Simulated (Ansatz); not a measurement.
# How the conductance of W/GaN/HfC changes with thickness, part 5 of 5

How fast does the current through W/GaN/HfC fall with each added layer? The lower electrode is W bcc(001), the upper one HfC rock salt(001); the barrier is GaN zinc blende(001) (Ga and Ga faces). In the first transport cell, after relaxation, the nearest pair of electrode and barrier is W–Ga at 2.84 Å, at a slant, at the lower face and C–Ga at 2.35 Å, at a slant, at the upper one. All share a net of side 3.17 Å, which strains the lower electrode by +0.0 %, the upper one by -3.6 % and the barrier by -1.5 %, against typed lattice constants near PBE's. The first steps treat the bulk electrodes alone.

Ansatz 0.2.0; PBE DFT, plane waves, PAW files (the session's first sound run).

So far, transmission at the Fermi level (a spin, zone mean): step 5 (the open system: T(E)) 3.4e-4; step 6 (40 atoms, atomic planes in the barrier 5, gap between the …) 0.00208; step 7 (42 atoms, atomic planes in the barrier 7, gap between the …) 0.00136. Also channels of the lower lead: step 5 1.26.

## Step 8: Conductance on a fine mesh, 44 atoms

Level of this step: PBE DFT, plane waves, PAW files; ballistic transmission by layer matching between semi-infinite leads (Ansatz).

System of this step: W/GaN/HfC. The cell holds 44 atoms: 11 W, 5 Ga, 4 N, 12 C and 12 Hf. Its edges and angles: a = 3.170 Å, b = 3.170 Å, c = 69.065 Å, α = 90.0°, β = 90.0°, γ = 90.0°. Regions: left electrode, 11 atoms (11 W); barrier, 9 atoms (5 Ga and 4 N); right electrode, 24 atoms (12 C and 12 Hf). Vacuum lies along c.

Barrier layers are added or taken out in the middle, and the relaxed faces stay.

input.yaml reads:

```yaml
crystal:
  lattice:
    - [3.17, 0.0, 0.0]
    - [0.0, 3.17, 0.0]
    - [0.0, 0.0, 69.0647948404]
  atoms:
    - { symbol: W, position: [0.0, 0.0, 0.1013540982] }
    - { symbol: W, position: [0.5, 0.5, 0.1244771853] }
    - { symbol: W, position: [0.0, 0.0, 0.1476002723] }
    - { symbol: W, position: [0.5, 0.5, 0.1707233594] }
    - { symbol: W, position: [0.0, 0.0, 0.1938464464] }
    - { symbol: W, position: [0.5, 0.5, 0.2169695335] }
    - { symbol: W, position: [0.0, 0.0, 0.2400926206] }
    - { symbol: W, position: [0.5, 0.5, 0.2632157076] }
    - { symbol: W, position: [0.0, 0.0, 0.2863387947] }
    - { symbol: W, position: [0.5, 0.5, 0.3094618817] }
    - { symbol: W, position: [0.0, 0.0, 0.3306828265] }
    - { symbol: Ga, position: [0.5, 0.5, 0.3558320107] }
    - { symbol: "N", position: [0.0, 0.5, 0.3742829334] }
    - { symbol: Ga, position: [0.0, 0.0, 0.3904336091] }
    - { symbol: "N", position: [0.5, 0.0, 0.4077179828] }
    - { symbol: Ga, position: [0.5, 0.5, 0.4238835054] }
    - { symbol: "N", position: [0.0, 0.5, 0.4411743841] }
    - { symbol: Ga, position: [0.0, 0.0, 0.4573482334] }
    - { symbol: "N", position: [0.5, 0.0, 0.4746645171] }
    - { symbol: Ga, position: [0.5, 0.5, 0.4913967616] }
    - { symbol: C, position: [0.0, 0.5, 0.5165663884] }
    - { symbol: Hf, position: [0.5, 0.0, 0.5241455018] }
    - { symbol: C, position: [0.5, 0.0, 0.5567255491] }
    - { symbol: Hf, position: [0.0, 0.5, 0.5567255491] }
    - { symbol: C, position: [0.0, 0.5, 0.5909175844] }
    - { symbol: Hf, position: [0.5, 0.0, 0.5909175844] }
    - { symbol: C, position: [0.5, 0.0, 0.6251096197] }
    - { symbol: Hf, position: [0.0, 0.5, 0.6251096197] }
    - { symbol: C, position: [0.0, 0.5, 0.6593016549] }
    - { symbol: Hf, position: [0.5, 0.0, 0.6593016549] }
    - { symbol: C, position: [0.5, 0.0, 0.6934936902] }
    - { symbol: Hf, position: [0.0, 0.5, 0.6934936902] }
    - { symbol: C, position: [0.0, 0.5, 0.7276857255] }
    - { symbol: Hf, position: [0.5, 0.0, 0.7276857255] }
    - { symbol: C, position: [0.5, 0.0, 0.7618777607] }
    - { symbol: Hf, position: [0.0, 0.5, 0.7618777607] }
    - { symbol: C, position: [0.0, 0.5, 0.796069796] }
    - { symbol: Hf, position: [0.5, 0.0, 0.796069796] }
    - { symbol: C, position: [0.5, 0.0, 0.8302618313] }
    - { symbol: Hf, position: [0.0, 0.5, 0.8302618313] }
    - { symbol: C, position: [0.0, 0.5, 0.8644538665] }
    - { symbol: Hf, position: [0.5, 0.0, 0.8644538665] }
    - { symbol: C, position: [0.5, 0.0, 0.8986459018] }
    - { symbol: Hf, position: [0.0, 0.5, 0.8986459018] }
kpoints:
  mp_grid: { grid: [8, 8, 1] }
scf:
  occupations: { method: fermi_dirac, width: 0.1 }
  max_iter: 150
hamiltonian:
  xc: pbe
output:
  transmission:
    kmesh: [24, 24]
    e_range: [-0.26, 0.27]
    de: 0.0375
    leads: [[4, 5], [32, 34]]
```

Started as:

```console
$ ansatz run input.yaml --threads 4 --pin off --max-ram 10240MiB --backend cpu --events-out ev --progress --plain --runs-dir out
```

Numbers of over 12 decimals in the logs are rounded to 6 here.

Output:

```text
[...]
Crystal: 44 atoms, lattice volume = 694.025 Å³
Basis set: ecut = 420 eV, 13663 PW (Γ)
Bands: 360, of which v1, the nominal top of the filled ones, is band 300 counted from 1 (299 counted from 0)
Symmetry: 4 space group operations
[...]
k-points: 25 of 64
[...]
channels       : 1.177083e0 a spin
[...]
slowest decay  : 0.0380 /Å at (0.2500, 0.2917)
[...]
filled         : 12.5 meV under the level at which it is neutral
    channels       : 3.645833e-1 a spin
[...]
slowest decay  : 0.0184 /Å at (0.5000, 0.5000)
  junction   : crystal 0 to crystal 1, 14.88 to 48.38 Å
    transmission   : 9.492677e-4 a spin
[...]
resistance     : 1.3031e0 Ω µm² beyond half of each lead's own
[key lines of the parts left out:]
SCF converged after 10 iterations
Free energy (F): -326368.831173 eV
Fermi energy:    15.605236 eV
```

It took 10 min on 4 threads of Arm Neoverse V2, shared host; peak memory 7.2 GiB; 38 min of CPU time.

G = 7.7e11 S/m² (1/G = 1.31 Ω µm²), 0.69 times the step before of this kind, a change inside the error estimates. The largest error estimate is 77 %, from the mesh across the current. In the worse lead the potential repeats within 68 meV, which the program flags as too much for a lead, so G carries that doubt.

## Step 9: Conductance, 46 atoms

System of this step: W/GaN/HfC. The cell holds 46 atoms: 11 W, 6 Ga, 5 N, 12 C and 12 Hf. Its edges and angles: a = 3.170 Å, b = 3.170 Å, c = 71.375 Å, α = 90.0°, β = 90.0°, γ = 90.0°. Regions: left electrode, 11 atoms (11 W); barrier, 11 atoms (6 Ga and 5 N); right electrode, 24 atoms (12 C and 12 Hf). Vacuum lies along c.

Barrier layers are added or taken out in the middle, and the relaxed faces stay.

input.yaml reads:

```yaml
crystal:
  lattice:
    - [3.17, 0.0, 0.0]
    - [0.0, 3.17, 0.0]
    - [0.0, 0.0, 71.3754543356]
  atoms:
    - { symbol: W, position: [0.0, 0.0, 0.0980729309] }
    - { symbol: W, position: [0.5, 0.5, 0.1204474471] }
    - { symbol: W, position: [0.0, 0.0, 0.1428219634] }
    - { symbol: W, position: [0.5, 0.5, 0.1651964797] }
    - { symbol: W, position: [0.0, 0.0, 0.1875709959] }
    - { symbol: W, position: [0.5, 0.5, 0.2099455122] }
    - { symbol: W, position: [0.0, 0.0, 0.2323200284] }
    - { symbol: W, position: [0.5, 0.5, 0.2546945447] }
    - { symbol: W, position: [0.0, 0.0, 0.277069061] }
    - { symbol: W, position: [0.5, 0.5, 0.2994435772] }
    - { symbol: W, position: [0.0, 0.0, 0.3199775298] }
    - { symbol: Ga, position: [0.5, 0.5, 0.3443125518] }
    - { symbol: "N", position: [0.0, 0.5, 0.3621661571] }
    - { symbol: Ga, position: [0.0, 0.0, 0.3777939821] }
    - { symbol: "N", position: [0.5, 0.0, 0.3945188034] }
    - { symbol: Ga, position: [0.5, 0.5, 0.4101609946] }
    - { symbol: "N", position: [0.0, 0.5, 0.4268921104] }
    - { symbol: Ga, position: [0.0, 0.0, 0.4425343016] }
    - { symbol: "N", position: [0.5, 0.0, 0.4592654173] }
    - { symbol: Ga, position: [0.5, 0.5, 0.4749156656] }
    - { symbol: "N", position: [0.0, 0.5, 0.491671364] }
    - { symbol: Ga, position: [0.0, 0.0, 0.5078619304] }
    - { symbol: C, position: [0.5, 0.0, 0.5322167331] }
    - { symbol: Hf, position: [0.0, 0.5, 0.5395504855] }
    - { symbol: C, position: [0.0, 0.5, 0.571075809] }
    - { symbol: Hf, position: [0.5, 0.0, 0.571075809] }
    - { symbol: C, position: [0.5, 0.0, 0.604160935] }
    - { symbol: Hf, position: [0.0, 0.5, 0.604160935] }
    - { symbol: C, position: [0.0, 0.5, 0.637246061] }
    - { symbol: Hf, position: [0.5, 0.0, 0.637246061] }
    - { symbol: C, position: [0.5, 0.0, 0.6703311871] }
    - { symbol: Hf, position: [0.0, 0.5, 0.6703311871] }
    - { symbol: C, position: [0.0, 0.5, 0.7034163131] }
    - { symbol: Hf, position: [0.5, 0.0, 0.7034163131] }
    - { symbol: C, position: [0.5, 0.0, 0.7365014391] }
    - { symbol: Hf, position: [0.0, 0.5, 0.7365014391] }
    - { symbol: C, position: [0.0, 0.5, 0.7695865651] }
    - { symbol: Hf, position: [0.5, 0.0, 0.7695865651] }
    - { symbol: C, position: [0.5, 0.0, 0.8026716911] }
    - { symbol: Hf, position: [0.0, 0.5, 0.8026716911] }
    - { symbol: C, position: [0.0, 0.5, 0.8357568171] }
    - { symbol: Hf, position: [0.5, 0.0, 0.8357568171] }
    - { symbol: C, position: [0.5, 0.0, 0.8688419431] }
    - { symbol: Hf, position: [0.0, 0.5, 0.8688419431] }
    - { symbol: C, position: [0.0, 0.5, 0.9019270691] }
    - { symbol: Hf, position: [0.5, 0.0, 0.9019270691] }
kpoints:
  mp_grid: { grid: [8, 8, 1] }
scf:
  occupations: { method: fermi_dirac, width: 0.1 }
  max_iter: 150
hamiltonian:
  xc: pbe
output:
  transmission:
    kmesh: [24, 24]
    e_range: [-0.26, 0.27]
    de: 0.0375
    leads: [[4, 5], [34, 36]]
```

Output:

```text
Engine: ansatz 0.2.0, aarch64-unknown-linux-gnu
Pseudopotentials: kind: paw
Pseudopotential: W, paw, valence charge 14, recommended cutoff 420 eV (normal), W.paw.azcp
Pseudopotential: Ga, paw, valence charge 13, recommended cutoff 420 eV (normal), Ga.paw.azcp
Pseudopotential: N, paw, valence charge 5, recommended cutoff 420 eV (normal), N.paw.azcp
Pseudopotential: C, paw, valence charge 4, recommended cutoff 420 eV (normal), C.paw.azcp
Pseudopotential: Hf, paw, valence charge 26, recommended cutoff 420 eV (normal), Hf.paw.azcp
Functional definition: PBE
  parameter kappa = 0.804
  parameter beta = 0.066725
  exchange = pbe_x(kappa = kappa, mu = beta*pi^2/3)
  correlation = pbe_c(beta = beta)
Crystal: 46 atoms, lattice volume = 717.245 Å³
Basis set: ecut = 420 eV, 14111 PW (Γ)
Bands: 371, of which v1, the nominal top of the filled ones, is band 309 counted from 1 (308 counted from 0)
Symmetry: 4 space group operations
Space group: Pmm2 (ITA 25), of the structure as read, at distance tolerance 9.0e-5 Å
k-points: 25 of 64
Non-local potential: W, projectors of the file, l = 0: 3, l = 1: 2, l = 2: 2, l = 3: 1
Non-local potential: Ga, projectors of the file, l = 0: 2, l = 1: 2, l = 2: 3, l = 3: 1
Non-local potential: N, projectors of the file, l = 0: 2, l = 1: 2, l = 2: 1
Non-local potential: C, projectors of the file, l = 0: 2, l = 1: 2, l = 2: 1
Non-local potential: Hf, projectors of the file, l = 0: 3, l = 1: 2, l = 2: 2, l = 3: 3
PAW form: soft (Blöchl's): semilocal exchange-correlation on the pseudo side does not see the compensation charge
PAW one-centre angular grid: W, 590 points (default); XC on 64 Gauss nodes
PAW one-centre angular grid: Ga, 590 points (default); XC on 64 Gauss nodes
PAW one-centre angular grid: N, 110 points (default); XC on 64 Gauss nodes
PAW one-centre angular grid: C, 110 points (default); XC on 64 Gauss nodes
PAW one-centre angular grid: Hf, 590 points (default); XC on 64 Gauss nodes
Initial density: superposition of atomic densities (neutral atoms: chi_scale 0, normalization atom), corrected by the library's trained network
Initial wavefunctions: pseudopotential atomic-orbital guess
Functional: x = pbe(κ = 0.804, μ = 0.219515), c = pbe(β = 0.066725)
SCF iter   1: F=—  HF=-330536.897942 eV  |F-HF|=—  |Δ(HF+E_count)|=         —  Δρ=7.07e-3  dr2=2.21e1  ethr=1.77e-3  ⟨swp⟩=7.0  Hψ=36681  notcnv=0  defer=480
preconditioner: auto → LDOS  [metal: Δε(μ)=0.004 eV  Ē_g=14.684 eV  σ=0.100 eV  W_gap=0.01  n_scr=224 (ndim 8)  ℏωp=31.2 eV  f_vac=0.156  D(μ)=11.28/eV (n_scr^D=38)  β→1.0]
SCF iter   2: F=—  HF=-330536.750482 eV  |F-HF|=—  |Δ(HF+E_count)|=   1.47e-1  Δρ=3.61e-3  dr2=1.18e0  ethr=1.77e-3  ⟨swp⟩=2.0  Hψ=11126  notcnv=0  defer=590
SCF iter   3: F=—  HF=-330536.721475 eV  |F-HF|=—  |Δ(HF+E_count)|=   2.90e-2  Δρ=1.90e-3  dr2=1.41e-1  ethr=1.92e-4  ⟨swp⟩=2.2  Hψ=11111  notcnv=0  defer=650
SCF iter   4: F=—  HF=-330536.712910 eV  |F-HF|=—  |Δ(HF+E_count)|=   8.57e-3  Δρ=3.69e-4  dr2=9.48e-3  ethr=2.28e-5  ⟨swp⟩=2.1  Hψ=11837  notcnv=0  defer=565
SCF iter   5: F=—  HF=-330536.712789 eV  |F-HF|=—  |Δ(HF+E_count)|=   1.21e-4  Δρ=1.91e-4  dr2=6.62e-4  ethr=1.54e-6  ⟨swp⟩=2.6  Hψ=13163  notcnv=0  defer=565
SCF iter   6: F=—  HF=-330536.712771 eV  |F-HF|=—  |Δ(HF+E_count)|=   1.85e-5  Δρ=7.76e-5  dr2=9.96e-5  ethr=1.07e-7  ⟨swp⟩=2.9  Hψ=14692  notcnv=0  defer=565
SCF iter   7: F=—  HF=-330536.713232 eV  |F-HF|=—  |Δ(HF+E_count)|=   4.61e-4  Δρ=2.62e-5  dr2=1.38e-5  ethr=1.61e-8  ⟨swp⟩=2.7  Hψ=15309  notcnv=0  defer=562
SCF iter   8: F=—  HF=-330536.713236 eV  |F-HF|=—  |Δ(HF+E_count)|=   3.86e-6  Δρ=1.10e-5  dr2=1.47e-6  ethr=2.24e-9  ⟨swp⟩=2.3  Hψ=15768  notcnv=0  defer=562
SCF iter   9: F=—  HF=-330536.713236 eV  |F-HF|=—  |Δ(HF+E_count)|=   5.42e-7  Δρ=4.05e-6  dr2=2.22e-7  ethr=2.38e-10  ⟨swp⟩=3.3  Hψ=19238  notcnv=0  defer=562
```

Run time: 8 min. Hardware: 4 threads; peak memory 7.6 GiB.

Residual by cycle:

cycle, log10 residual and a bar from the least value:
```
        1        1.3 ##############################
        2        0.1 #########################
        3       -0.9 ######################
        4       -2.0 #################
        5       -3.2 #############
        6       -4.0 ##########
        7       -4.9 #######
        8       -5.8 ###
        9       -6.7
```

The run was cut off at its time limit.

After 9 cycles the residual stands at 2.2e-7.

## Step 10: Conductance, 48 atoms

System of this step: W/GaN/HfC. The cell holds 48 atoms: 11 W, 7 Ga, 6 N, 12 C and 12 Hf. Cell: a = 3.170 Å, b = 3.170 Å, c = 73.686 Å, α = 90.0°, β = 90.0°, γ = 90.0°. Regions: left electrode, 11 atoms (11 W); barrier, 13 atoms (7 Ga and 6 N); right electrode, 24 atoms (12 C and 12 Hf). Vacuum lies along c.

Barrier layers are added or taken out in the middle, and the relaxed faces stay.

input.yaml reads:

```yaml
crystal:
  lattice:
    - [3.17, 0.0, 0.0]
    - [0.0, 3.17, 0.0]
    - [0.0, 0.0, 73.6861138307]
  atoms:
    - { symbol: W, position: [0.0, 0.0, 0.0949975462] }
    - { symbol: W, position: [0.5, 0.5, 0.1166704392] }
    - { symbol: W, position: [0.0, 0.0, 0.1383433322] }
    - { symbol: W, position: [0.5, 0.5, 0.1600162253] }
    - { symbol: W, position: [0.0, 0.0, 0.1816891183] }
    - { symbol: W, position: [0.5, 0.5, 0.2033620114] }
    - { symbol: W, position: [0.0, 0.0, 0.2250349044] }
    - { symbol: W, position: [0.5, 0.5, 0.2467077974] }
    - { symbol: W, position: [0.0, 0.0, 0.2683806905] }
    - { symbol: W, position: [0.5, 0.5, 0.2900535835] }
    - { symbol: W, position: [0.0, 0.0, 0.3099436296] }
    - { symbol: Ga, position: [0.5, 0.5, 0.3335155505] }
    - { symbol: "N", position: [0.0, 0.5, 0.3508092999] }
    - { symbol: Ga, position: [0.0, 0.0, 0.3659470654] }
    - { symbol: "N", position: [0.5, 0.0, 0.3821474274] }
    - { symbol: Ga, position: [0.5, 0.5, 0.3972991086] }
    - { symbol: "N", position: [0.0, 0.5, 0.4135055677] }
    - { symbol: Ga, position: [0.0, 0.0, 0.4286572489] }
    - { symbol: "N", position: [0.5, 0.0, 0.444863708] }
    - { symbol: Ga, position: [0.5, 0.5, 0.4600153892] }
    - { symbol: "N", position: [0.0, 0.5, 0.4762218483] }
    - { symbol: Ga, position: [0.0, 0.0, 0.4913813338] }
    - { symbol: "N", position: [0.5, 0.0, 0.5076116047] }
    - { symbol: Ga, position: [0.5, 0.5, 0.523294465] }
    - { symbol: C, position: [0.0, 0.5, 0.5468855464] }
    - { symbol: Hf, position: [0.5, 0.0, 0.553989326] }
    - { symbol: C, position: [0.5, 0.0, 0.584526074] }
    - { symbol: Hf, position: [0.0, 0.5, 0.584526074] }
    - { symbol: C, position: [0.0, 0.5, 0.616573712] }
    - { symbol: Hf, position: [0.5, 0.0, 0.616573712] }
    - { symbol: C, position: [0.5, 0.0, 0.64862135] }
    - { symbol: Hf, position: [0.0, 0.5, 0.64862135] }
    - { symbol: C, position: [0.0, 0.5, 0.6806689879] }
    - { symbol: Hf, position: [0.5, 0.0, 0.6806689879] }
    - { symbol: C, position: [0.5, 0.0, 0.7127166259] }
    - { symbol: Hf, position: [0.0, 0.5, 0.7127166259] }
    - { symbol: C, position: [0.0, 0.5, 0.7447642639] }
    - { symbol: Hf, position: [0.5, 0.0, 0.7447642639] }
    - { symbol: C, position: [0.5, 0.0, 0.7768119019] }
    - { symbol: Hf, position: [0.0, 0.5, 0.7768119019] }
    - { symbol: C, position: [0.0, 0.5, 0.8088595399] }
    - { symbol: Hf, position: [0.5, 0.0, 0.8088595399] }
    - { symbol: C, position: [0.5, 0.0, 0.8409071779] }
    - { symbol: Hf, position: [0.0, 0.5, 0.8409071779] }
    - { symbol: C, position: [0.0, 0.5, 0.8729548159] }
    - { symbol: Hf, position: [0.5, 0.0, 0.8729548159] }
    - { symbol: C, position: [0.5, 0.0, 0.9050024538] }
    - { symbol: Hf, position: [0.0, 0.5, 0.9050024538] }
kpoints:
  mp_grid: { grid: [8, 8, 1] }
scf:
  occupations: { method: fermi_dirac, width: 0.1 }
  max_iter: 150
hamiltonian:
  xc: pbe
output:
  transmission:
    kmesh: [24, 24]
    e_range: [-0.26, 0.27]
    de: 0.0375
    leads: [[4, 5], [36, 38]]
```

Output:

```text
Engine: ansatz 0.2.0, aarch64-unknown-linux-gnu
Pseudopotentials: kind: paw
Pseudopotential: W, paw, valence charge 14, recommended cutoff 420 eV (normal), W.paw.azcp
Pseudopotential: Ga, paw, valence charge 13, recommended cutoff 420 eV (normal), Ga.paw.azcp
Pseudopotential: N, paw, valence charge 5, recommended cutoff 420 eV (normal), N.paw.azcp
Pseudopotential: C, paw, valence charge 4, recommended cutoff 420 eV (normal), C.paw.azcp
Pseudopotential: Hf, paw, valence charge 26, recommended cutoff 420 eV (normal), Hf.paw.azcp
Functional definition: PBE
  parameter kappa = 0.804
  parameter beta = 0.066725
  exchange = pbe_x(kappa = kappa, mu = beta*pi^2/3)
  correlation = pbe_c(beta = beta)
Crystal: 48 atoms, lattice volume = 740.464 Å³
Basis set: ecut = 420 eV, 14559 PW (Γ)
Bands: 381, of which v1, the nominal top of the filled ones, is band 318 counted from 1 (317 counted from 0)
Symmetry: 4 space group operations
Space group: Pmm2 (ITA 25), of the structure as read, at distance tolerance 9.0e-5 Å
k-points: 25 of 64
Non-local potential: W, projectors of the file, l = 0: 3, l = 1: 2, l = 2: 2, l = 3: 1
Non-local potential: Ga, projectors of the file, l = 0: 2, l = 1: 2, l = 2: 3, l = 3: 1
Non-local potential: N, projectors of the file, l = 0: 2, l = 1: 2, l = 2: 1
Non-local potential: C, projectors of the file, l = 0: 2, l = 1: 2, l = 2: 1
Non-local potential: Hf, projectors of the file, l = 0: 3, l = 1: 2, l = 2: 2, l = 3: 3
PAW form: soft (Blöchl's): semilocal exchange-correlation on the pseudo side does not see the compensation charge
PAW one-centre angular grid: W, 590 points (default); XC on 64 Gauss nodes
PAW one-centre angular grid: Ga, 590 points (default); XC on 64 Gauss nodes
PAW one-centre angular grid: N, 110 points (default); XC on 64 Gauss nodes
PAW one-centre angular grid: C, 110 points (default); XC on 64 Gauss nodes
PAW one-centre angular grid: Hf, 590 points (default); XC on 64 Gauss nodes
Initial density: superposition of atomic densities (neutral atoms: chi_scale 0, normalization atom), corrected by the library's trained network
Initial wavefunctions: pseudopotential atomic-orbital guess
Functional: x = pbe(κ = 0.804, μ = 0.219515), c = pbe(β = 0.066725)
SCF iter   1: F=—  HF=-334704.790142 eV  |F-HF|=—  |Δ(HF+E_count)|=         —  Δρ=6.96e-3  dr2=2.31e1  ethr=1.77e-3  ⟨swp⟩=7.0  Hψ=37720  notcnv=0  defer=514
preconditioner: auto → LDOS  [metal: Δε(μ)=0.003 eV  Ē_g=14.677 eV  σ=0.100 eV  W_gap=0.01  n_scr=226 (ndim 8)  ℏωp=31.2 eV  f_vac=0.151  D(μ)=11.19/eV (n_scr^D=38)  β→1.0]
SCF iter   2: F=—  HF=-334704.648705 eV  |F-HF|=—  |Δ(HF+E_count)|=   1.41e-1  Δρ=3.72e-3  dr2=1.56e0  ethr=1.77e-3  ⟨swp⟩=2.0  Hψ=11439  notcnv=0  defer=623
```

The job ended after 1.8 min (4 threads; peak memory 7.9 GiB).

The run was cut off at its time limit.

## Step 11: Decay with thickness

This step: Fit of the logarithm of the conductance against the barrier's thickness, from PBE DFT, plane waves, PAW files (Ansatz 0.2.0).

No new run: the logarithm is fitted against the thickness.

This step gave:

```
decay constant of the conductance : 0.19 Å⁻¹
r.m.s. misfit of ln G             : 0.03
```

From the end points alone, β = ln(1.8e+12 / 7.66e+11) / 4.62 Å = 0.86 / 4.62 Å = 0.19 Å⁻¹. One end point carries an error estimate of 77 %; a factor of 1.8 on it would move β by 0.12 Å⁻¹.

## Step 12: Outcome

| Quantity | Value |
| --- | --- |
| 1/G at 8.48 Å gap | 0.554 Ω um² |
| 1/G at 13.1 Å gap | 1.31 Ω um² |
| decay constant β | 0.19 Å⁻¹ |

A fit of ln G against d gives β = 0.19 Å⁻¹, and step by step the slopes are 0.21 and 0.16 Å⁻¹. They differ by more than a fifth, so the fit is an average; how much of this is a real bend and how much error of the runs wasn't traced. At the Fermi level the layers of the barrier in the wide-window run (9 planes) hold from 0.0055 to 0.16 states an eV and atom. The program's largest error estimate on these conductances is 80 %, from the mesh across the current, in the run that gave 1.1e12 S/m². In 3 of these 3 runs a lead's potential steps by more than 25 meV, which the program flags as too much. No spin-orbit coupling, phonons, disorder or image charges enter; the interfaces are ordered, one cell wide and lattice-matched by strain. Semilocal gaps are too small, which can bring a band edge of the barrier nearer to the Fermi level than it is.

[Logs are printed without paths, hosts, clocks, repeated set-up lines and the standing remarks that a program may print on its own settings, such as how far it seeks lower states.]

[Hosts, paths, dates, database ids (printed as entryN), source tags and the programs' standing remarks are cut or masked in the printed files.]
